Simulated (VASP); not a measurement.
# KMgF3 (Pm-3m) in VASP: further runs, part 2 of 2

VASP 6.6.1. The steps go on from the part before.

## Step 3: Relaxation of the atoms, LDA (a relaxed cell with its volume scaled by 1.02)

INCAR

```
PREC = Accurate
ENCUT = 600
EDIFF = 1E-7
ISMEAR = 0
SIGMA = 0.03
LREAL = False
LASPH = True
NELM = 80
ALGO = Normal
ISIF = 2
LWAVE = False
LCHARG = False
IBRION = 2
NSW = 40
EDIFFG = -0.01
```

KPOINTS

```
Automatic mesh
0
Gamma
  8 8 8
```

POSCAR

```
KMgF3                                   
1.0
    3.9187464444      0.0000000000      0.0000000000
    0.0000000000      3.9187464444      0.0000000000
    0.0000000000      0.0000000000      3.9187464444
  K               Mg              F             
     1     1     3
Direct
     0.5000000000000000    0.5000000000000000    0.5000000000000000
     0.0000000000000000    0.0000000000000000    0.0000000000000000
     0.5000000000000000    0.0000000000000000    0.0000000000000000
     0.0000000000000000    0.5000000000000000    0.0000000000000000
     0.0000000000000000    0.0000000000000000    0.5000000000000000
```

Potentials or basis: VASP PAW LDA potentials, release 64 (K_sv, Mg, F).

The run is started by

```bash
cat potpaw_LDA.64/K_sv/POTCAR potpaw_LDA.64/Mg/POTCAR potpaw_LDA.64/F/POTCAR > POTCAR
mpirun -np 1 vasp_std > vasp.out
```

Run time: 12 s. Hardware: 1 thread of Intel Xeon 6975P-C (Granite Rapids), shared host; peak memory 0.18 GiB.

The run converged. Its results:

* Free energy: -27.1356 eV
* Pressure after relaxing: -1.7 GPa
* Band gap on the k mesh: 7.35 eV, indirect (least direct gap 7.68 eV)

Final structure:
```
K Mg F
1.0
     3.91875    0.00000    0.00000
     0.00000    3.91875    0.00000
     0.00000    0.00000    3.91875
K Mg F
1 1 3
Direct
  0.50000 0.50000 0.50000
  0.00000 0.00000 0.00000
  0.50000 0.00000 0.00000
  0.00000 0.50000 0.00000
  0.00000 0.00000 0.50000
```

Levels at points of the mesh, in eV from the valence-band top:
```
           k point  band 12  band 13  band 14  band 15  band 16  band 17  band 18  band 19  band 20
(0.00, 0.00, 0.00)    -0.69    -0.69    -0.32    -0.32    -0.32     7.35     9.84     9.84    12.15
(0.50, 0.00, 0.00)    -0.99    -0.94    -0.94    -0.58    -0.58    10.11    10.66    11.00    12.88
(0.50, 0.50, 0.00)    -1.17    -1.17    -0.96    -0.96    -0.02    10.99    11.69    12.76    12.76
(0.50, 0.50, 0.50)    -1.19    -1.19     0.00     0.00     0.00    10.38    10.38    10.38    14.01
```

Caveat: the relaxation stopped at its first step, so nothing moved.

## Step 4: Relaxation of the atoms, LDA (a relaxed cell with its volume scaled by 1.04)

INCAR is that of step 3.

KPOINTS is that of step 3.

Changes to POSCAR since step 3:

```diff
@@ -2,5 +2,5 @@
 1.0
-    3.9187464444      0.0000000000      0.0000000000
-    0.0000000000      3.9187464444      0.0000000000
-    0.0000000000      0.0000000000      3.9187464444
+    3.9441935629      0.0000000000      0.0000000000
+    0.0000000000      3.9441935629      0.0000000000
+    0.0000000000      0.0000000000      3.9441935629
   K               Mg              F
```

The run is started by

```bash
cat potpaw_LDA.64/K_sv/POTCAR potpaw_LDA.64/Mg/POTCAR potpaw_LDA.64/F/POTCAR > POTCAR
mpirun -np 1 vasp_std > vasp.out
```

Run time: 13 s. Hardware: 1 thread of Intel Xeon 6975P-C (Granite Rapids), shared host; peak memory 0.19 GiB.

The run converged. Its results:

| Quantity | Value |
| --- | --- |
| Free energy | -27.1211 eV |
| Pressure after relaxing | -3.2 GPa |
| Band gap on the k mesh | 7.20 eV, indirect (least direct gap 7.53 eV) |

Final structure:
```yaml
crystal:
  lattice:
    - [3.94419, 0.00000, 0.00000]
    - [0.00000, 3.94419, 0.00000]
    - [0.00000, 0.00000, 3.94419]
  atoms:
    - { symbol: K, position: [0.50000, 0.50000, 0.50000] }
    - { symbol: Mg, position: [0.00000, 0.00000, 0.00000] }
    - { symbol: F, position: [0.50000, 0.00000, 0.00000] }
    - { symbol: F, position: [0.00000, 0.50000, 0.00000] }
    - { symbol: F, position: [0.00000, 0.00000, 0.50000] }
```

Levels at points of the mesh, in eV from the valence-band top:
```tsv
k point	band 12	band 13	band 14	band 15	band 16	band 17	band 18	band 19	band 20
(0.00, 0.00, 0.00)	-0.67	-0.67	-0.33	-0.33	-0.33	7.20	9.82	9.82	12.10
(0.50, 0.00, 0.00)	-0.96	-0.92	-0.92	-0.56	-0.56	9.99	10.45	10.94	12.79
(0.50, 0.50, 0.00)	-1.14	-1.14	-0.94	-0.94	-0.02	10.87	11.59	12.57	12.57
(0.50, 0.50, 0.50)	-1.17	-1.17	0.00	0.00	0.00	10.30	10.30	10.30	13.85
```

Caveat: the relaxation stopped at its first step, so nothing moved.

## Step 5: Relaxation of the atoms, LDA (a relaxed cell with its volume scaled by 1.06)

INCAR is that of step 4.

KPOINTS is that of step 4.

Changes to POSCAR since step 4:

```diff
@@ -2,5 +2,5 @@
 1.0
-    3.9441935629      0.0000000000      0.0000000000
-    0.0000000000      3.9441935629      0.0000000000
-    0.0000000000      0.0000000000      3.9441935629
+    3.9693164923      0.0000000000      0.0000000000
+    0.0000000000      3.9693164923      0.0000000000
+    0.0000000000      0.0000000000      3.9693164923
   K               Mg              F
```

The run is started by

```bash
cat potpaw_LDA.64/K_sv/POTCAR potpaw_LDA.64/Mg/POTCAR potpaw_LDA.64/F/POTCAR > POTCAR
mpirun -np 1 vasp_std > vasp.out
```

Run time: 13 s. Hardware: 1 thread of Intel Xeon 6975P-C (Granite Rapids), shared host; peak memory 0.19 GiB.

The run converged. Its results:

* Free energy: -27.0961 eV
* Pressure after relaxing: -4.5 GPa
* Band gap on the k mesh: 7.05 eV, indirect (least direct gap 7.38 eV)

Final structure:
```yaml
crystal:
  lattice:
    - [3.96932, 0.00000, 0.00000]
    - [0.00000, 3.96932, 0.00000]
    - [0.00000, 0.00000, 3.96932]
  atoms:
    - { symbol: K, position: [0.50000, 0.50000, 0.50000] }
    - { symbol: Mg, position: [0.00000, 0.00000, 0.00000] }
    - { symbol: F, position: [0.50000, 0.00000, 0.00000] }
    - { symbol: F, position: [0.00000, 0.50000, 0.00000] }
    - { symbol: F, position: [0.00000, 0.00000, 0.50000] }
```

Levels at points of the mesh, in eV from the valence-band top:
| k point | band 13 | band 14 | band 15 | band 16 | band 17 | band 18 | band 19 | band 20 |
| --- | --- | --- | --- | --- | --- | --- | --- | --- |
| (0.00, 0.00, 0.00) | -0.65 | -0.33 | -0.33 | -0.33 | 7.05 | 9.80 | 9.80 | 12.06 |
| (0.50, 0.00, 0.00) | -0.90 | -0.90 | -0.55 | -0.55 | 9.87 | 10.25 | 10.90 | 12.70 |
| (0.50, 0.50, 0.00) | -1.10 | -0.93 | -0.93 | -0.02 | 10.76 | 11.49 | 12.38 | 12.38 |
| (0.50, 0.50, 0.50) | -1.15 | 0.00 | 0.00 | 0.00 | 10.22 | 10.22 | 10.22 | 13.68 |

Caveat: the relaxation stopped at its first step, so nothing moved. A k mesh can miss the band edges.

## Step 6: Relaxation of cell and atoms, PBEsol

This run uses another cell than the first one, of 12.67 Å³/atom, 1.073 times its volume.

INCAR

```
ALGO     = Normal         # electronic algorithm
EDIFF    = 1E-6           # SCF threshold, eV
EDIFFG   = -0.01          # ionic threshold
ENCUT    = 600            # plane-wave cutoff, eV
GGA      = PS             # functional
IBRION   = 2              # ionic algorithm
ISIF     = 3              # what is computed and relaxed
ISMEAR   = 0              # smearing method
LASPH    = T              # aspherical terms in the spheres
LCHARG   = F              # write CHGCAR
LREAL    = F              # projectors in reciprocal space
LWAVE    = F              # write WAVECAR
NELM     = 80             # most SCF steps
NSW      = 90             # ionic steps
PREC     = Accurate       # precision mode
SIGMA    = 0.03           # smearing width, eV
```

KPOINTS

```
k-points
0
Gamma
  8 8 8
```

POSCAR

```
KMgF3
1.0
    3.9859000000      0.0000000000      0.0000000000
    0.0000000000      3.9859000000      0.0000000000
    0.0000000000      0.0000000000      3.9859000000
K Mg F
1 1 3
Direct
    0.5000000000      0.5000000000      0.5000000000
    0.0000000000      0.0000000000      0.0000000000
    0.5000000000      0.0000000000      0.0000000000
    0.0000000000      0.5000000000      0.0000000000
    0.0000000000      0.0000000000      0.5000000000
```

Potentials or basis: VASP PAW PBE potentials, release 64 (K_sv, Mg, F).

The run is started by

```bash
cat potpaw_PBE.64/K_sv/POTCAR potpaw_PBE.64/Mg/POTCAR potpaw_PBE.64/F/POTCAR > POTCAR
mpirun -np 1 vasp_std > vasp.out
```

Run time: 21 s. Hardware: 1 thread of Intel Xeon 6975P-C (Granite Rapids), shared host; peak memory 0.22 GiB.

Results (log left out):

| Quantity | Value |
| --- | --- |
| Free energy | -25.2702 eV |
| Relaxed volume | 12.64 Å³/atom |
| Relaxed cell | a = 3.983 Å, b = 3.983 Å, c = 3.983 Å, α = 90.00°, β = 90.00°, γ = 90.00° |
| Space group after relaxing (to 0.05 Å) | Pm-3m (No. 221) |
| Energy gained by relaxing | 0.0 meV/atom |
| Ionic steps | 2 |
| Pressure after relaxing | 0.0 GPa |
| Band gap on the k mesh | 7.14 eV, indirect (least direct gap 7.46 eV) |

Final structure:
```cif
data_structure
_symmetry_space_group_name_H-M 'P 1'
_symmetry_Int_Tables_number 1
_cell_length_a 3.9834
_cell_length_b 3.9834
_cell_length_c 3.9834
_cell_angle_alpha 90.000
_cell_angle_beta 90.000
_cell_angle_gamma 90.000
_cell_volume 63.20
loop_
_atom_site_label
_atom_site_type_symbol
_atom_site_fract_x
_atom_site_fract_y
_atom_site_fract_z
_atom_site_occupancy
K1 K 0.50000 0.50000 0.50000 1
Mg1 Mg 0.00000 0.00000 0.00000 1
F1 F 0.50000 0.00000 0.00000 1
F2 F 0.00000 0.50000 0.00000 1
F3 F 0.00000 0.00000 0.50000 1
```

Levels at points of the mesh, in eV from the valence-band top:
| k point | band 13 | band 14 | band 15 | band 16 | band 17 | band 18 | band 19 | band 20 |
| --- | --- | --- | --- | --- | --- | --- | --- | --- |
| (0.00, 0.00, 0.00) | -0.63 | -0.32 | -0.32 | -0.32 | 7.14 | 9.95 | 9.95 | 12.14 |
| (0.50, 0.00, 0.00) | -0.88 | -0.88 | -0.54 | -0.54 | 9.97 | 10.31 | 11.01 | 12.75 |
| (0.50, 0.50, 0.00) | -1.06 | -0.91 | -0.91 | -0.02 | 10.82 | 11.59 | 12.46 | 12.46 |
| (0.50, 0.50, 0.50) | -1.13 | 0.00 | 0.00 | 0.00 | 10.32 | 10.32 | 10.32 | 13.82 |

Caveat: the PAW data sets were made with another functional, which shifts forces and pressure a little.

## Step 7: The runs side by side

| task | level | potentials or basis | cell | gap on the mesh (eV) | pressure (GPa) |
| --- | --- | --- | --- | --- | --- |
| relaxation of the atoms | LDA | VASP PAW LDA potentials, release 64 (K_sv, Mg, F) | atoms relaxed | 7.52 | 0.0 |
| relaxation of the atoms | LDA | VASP PAW LDA potentials, release 64 (K_sv, Mg, F) | atoms relaxed from: a relaxed cell with its volume scaled by 1.02 | 7.35 | -1.7 |
| relaxation of the atoms | LDA | VASP PAW LDA potentials, release 64 (K_sv, Mg, F) | atoms relaxed from: a relaxed cell with its volume scaled by 1.04 | 7.20 | -3.2 |
| relaxation of the atoms | LDA | VASP PAW LDA potentials, release 64 (K_sv, Mg, F) | atoms relaxed from: a relaxed cell with its volume scaled by 1.06 | 7.05 | -4.5 |
| relaxation of cell and atoms | PBEsol | VASP PAW PBE potentials, release 64 (K_sv, Mg, F) | relaxed | 7.14 | 0.0 |

Alike in all rows: no spin polarisation; k mesh 8 × 8 × 8; cutoff (eV) 600; smearing gaussian 0.03 eV.

Caveats: the relaxation stopped at its first step, so nothing moved (some runs); the PAW data sets were made with another functional, which shifts forces and pressure a little (some runs).

Absolute energies hang on the potentials; compare differences alone.
